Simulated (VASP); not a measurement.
Computed with PBE GGA, VASP's PBE PAW potentials (set 64) (plane waves; VASP). Each cell was relaxed at this level, without spin-orbit coupling.

### Question
Which of these comes out without a gap?
A. TiN, Fm-3m (225)
B. ZrO2, P2_1/c (14)
C. Li3N, P6/mmm (191)
D. GeO2, P4_2/mnm (136)

### Answer
A, TiN, Fm-3m (225). The others have gaps of 1.07 eV (Li3N, P6/mmm (191)), 3.60 eV (ZrO2, P2_1/c (14)), 1.19 eV (GeO2, P4_2/mnm (136)).
